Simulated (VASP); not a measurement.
## VASP 6.6.1 run: BN

INCAR

```
NBANDS = 11
NELM = 120
LREAL = .FALSE.
LASPH = .TRUE.
ISMEAR = -1
ENCUT = 250
PREC = Accurate
ISIF = 2
SIGMA = 0.02
NSW = 0
LWAVE = .FALSE.
LCHARG = .FALSE.
EDIFF = 1E-7
GGA = PE
IBRION = -1
```

KPOINTS

```
KPOINTS created by Atomic Simulation Environment
0
Gamma
12 12 12
0 0 0
```

POSCAR

```
B  N
 1.0000000000000000
     1.2847525481896127    0.7417522295226640    3.3434476225036973
    -1.2847525481896127    0.7417522295226640    3.3434476225036973
     0.0000000000000000   -1.4835044590953275    3.3434476224926049
 B   N
   1   1
Cartesian
 -0.0000000000000000 -0.0000000000499839 10.0272142260225579
 -0.0000000000000000 -0.0000000000166371  3.3375456119490696
```

The recommended PBE PAW datasets give the neutral cell 8 valence electrons.

Command

```
mpirun -np 1 vasp_std
```

OSZICAR

```
N       E                     dE             d eps       ncg     rms          rms(c)
DAV:   1    -0.257863053687E+01   -0.25786E+01   -0.30700E+03  4544   0.380E+02
DAV:   2    -0.183446627108E+02   -0.15766E+02   -0.15421E+02  4950   0.950E+01
DAV:   3    -0.185931795833E+02   -0.24852E+00   -0.24836E+00  5033   0.104E+01
DAV:   4    -0.185936571247E+02   -0.47754E-03   -0.47754E-03  4623   0.516E-01
DAV:   5    -0.185936589000E+02   -0.17753E-05   -0.17754E-05  5109   0.252E-02    0.718E+00
DAV:   6    -0.176622419540E+02    0.93142E+00   -0.27246E+00  4521   0.829E+00    0.418E+00
DAV:   7    -0.175437339109E+02    0.11851E+00   -0.13379E-01  5007   0.226E+00    0.232E+00
DAV:   8    -0.175203722061E+02    0.23362E-01   -0.76165E-02  5088   0.163E+00    0.177E-01
DAV:   9    -0.175203961211E+02   -0.23915E-04   -0.20155E-03  4593   0.272E-01    0.112E-01
DAV:  10    -0.175206240987E+02   -0.22798E-03   -0.28993E-04  4643   0.112E-01    0.191E-02
DAV:  11    -0.175206390365E+02   -0.14938E-04   -0.21724E-05  4992   0.291E-02    0.133E-02
DAV:  12    -0.175206395889E+02   -0.55234E-06   -0.47575E-06  4599   0.121E-02    0.149E-03
DAV:  13    -0.175206396116E+02   -0.22699E-07   -0.15429E-07  4946   0.293E-03
   1 F= -.17520640E+02 E0= -.17520640E+02  d E =-.370059E-10
```

From OUTCAR

```
k-points           NKPTS =    189   k-points in BZ     NKDIM =    189   number of bands    NBANDS=     11

   NELECT =       8.0000    total number of electrons

   dimension x,y,z NGX =    20 NGY =   20 NGZ =   20
   dimension x,y,z NGXF=    40 NGYF=   40 NGZF=   40

  energy-cutoff  :      250.00
  volume of cell :       19.12
      direct lattice vectors                 reciprocal lattice vectors
     1.284752548  0.741752230  3.343447623     0.389180003  0.224693179  0.099697489
    -1.284752548  0.741752230  3.343447623    -0.389180003  0.224693179  0.099697489
     0.000000000 -1.483504459  3.343447622     0.000000000 -0.449386358  0.099697489

 k-points in reciprocal lattice and weights: KPOINTS created by Atomic Simulation Env
   0.00000000  0.00000000  0.00000000       0.001
   0.08333333 -0.00000000  0.00000000       0.003
   0.16666667 -0.00000000  0.00000000       0.003
   0.25000000  0.00000000  0.00000000       0.003
   0.33333333  0.00000000  0.00000000       0.003
   0.41666667 -0.00000000  0.00000000       0.003
   0.50000000  0.00000000  0.00000000       0.002
   0.08333333  0.08333333  0.00000000       0.003
   ...

 E-fermi :   2.4217

 k-point     1 :       0.0000    0.0000    0.0000
  band No.  band energies     occupation
      1     -15.6878      2.00000
      2      -1.7994      2.00000
      3       0.6462      2.00000
      4       0.6462      2.00000
      5       6.9932      0.00000
      6      13.0771      0.00000
      7      13.0771      0.00000
      8      14.4550      0.00000
      9      15.2368      0.00000
     10      26.5214      0.00000
     11      29.4474      0.00000

 k-point     2 :       0.0833   -0.0000    0.0000
  band No.  band energies     occupation
      1     -15.5600      2.00000
      2      -1.6711      2.00000
      3       0.0226      2.00000
      4       0.3111      2.00000
      5       7.2964      0.00000
      6      12.9707      0.00000
      7      13.6160      0.00000
      8      13.9717      0.00000
      9      15.7086      0.00000
     10      26.8189      0.00000
     11      27.3318      0.00000

 k-point     3 :       0.1667   -0.0000    0.0000
  band No.  band energies     occupation
      1     -15.1819      2.00000
      2      -1.4071      2.00000
      3      -1.2367      2.00000
      4      -0.2579      2.00000
      5       8.0459      0.00000
      6      12.7027      0.00000
      7      12.8608      0.00000
      8      15.1627      0.00000
      9      16.8326      0.00000
     10      24.4247      0.00000
     11      26.3524      0.00000

 k-point     4 :       0.2500    0.0000    0.0000
  band No.  band energies     occupation
      1     -14.5822      2.00000
      2      -3.1222      2.00000
      3      -0.9162      2.00000
      4      -0.6079      2.00000
      5       8.9739      0.00000
      6      11.2232      0.00000
      7      12.7249      0.00000
      8      17.3574      0.00000
      9      18.2109      0.00000
     10      22.3182      0.00000
     11      24.8160      0.00000

 k-point     5 :       0.3333    0.0000    0.0000
  band No.  band energies     occupation
      1     -13.8353      2.00000
      2      -4.8384      2.00000
      3      -1.5237      2.00000
      4       0.2309      2.00000
      5       8.9536      0.00000
      6      10.4718      0.00000
      7      12.9840      0.00000
      8      18.6787      0.00000
      9      19.7562      0.00000
     10      21.4028      0.00000
     11      23.7019      0.00000

 ...

  Total       -7.6094720     -7.6094720     -6.0860398      0.0000000     -0.0000000      0.0000000
  in kB     -637.7360761   -637.7360761   -510.0599787      0.0000000     -0.0000000      0.0000000
  external PRESSURE =    -595.1773770 kB  Pullay stress =       0.0000000 kB

 POSITION                                       TOTAL-FORCE (eV/Angst)
 -----------------------------------------------------------------------------------
      0.00000     -0.00000     10.02721         0.000000      0.000000     -0.001984
      0.00000     -0.00000      3.33755         0.000000     -0.000000      0.001984
 -----------------------------------------------------------------------------------
    total drift:                               -0.000000     -0.000000      0.000014

  FREE ENERGIE OF THE ION-ELECTRON SYSTEM (eV)
  ---------------------------------------------------
  free  energy   TOTEN  =       -17.5206396116 eV

  energy  without entropy=      -17.5206396115  energy(sigma->0) =      -17.52063961
```

It converged. Results: gap between bands v and c on the k mesh 3.99 eV; least direct gap on the k mesh 4.39 eV; pressure -59.5 GPa. Band v is the last that the valence electrons fill when counted band by band, and c is the next.

These settings aren't sound, so the numbers aren't properties of the crystal.

On sound settings PBE gives a gap of 4.11 eV on its mesh and a pressure of -13.6 GPa for the intended cell.

The run took about 21 s on one core of a shared host (Intel Xeon Platinum 8488C) and held 0.13 GiB at most.
